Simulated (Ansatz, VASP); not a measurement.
**Two plane-wave programs on SnSe**

```
Sn Se
1.0
     0.00000    3.00211    3.00211
     3.00211    0.00000    3.00211
     3.00211    3.00211    0.00000
Sn Se
1 1
Direct
  0.00000 0.00000 0.00000
  0.50000 0.50000 0.50000
```

Alike in both runs: task single point; functional PBE-based screened hybrid; k mesh 4 × 4 × 4; no spin polarisation.

```csv
,VASP,Ansatz
version,VASP 6.6.1,Ansatz 0.2.0
potentials or method,"VASP PAW PBE potentials, release 64 (Sn_d, Se)",plane waves
plane-wave cutoff (eV),520,420
occupations,"gaussian, width 0.01 eV",fixed
valence electrons in the cell,20,30
```

```csv
,VASP,Ansatz,Ansatz less VASP
gap on the k mesh at the Fermi level (eV),0.68,0.63,-0.050
pressure (GPa),-1.5,-1.3,+0.17
```

The two sets of potentials don't hold the same shells in valence. Ansatz warned: «stress_exchange_threshold_loose».

Caveats: the k mesh is coarse (spacing up to 0.45 Å⁻¹), so the values aren't converged; the PAW data sets were made with another functional, which shifts forces and pressure a little (VASP); spin-orbit coupling is left out, which moves the levels of the heavy elements. A k mesh can miss the band edges.
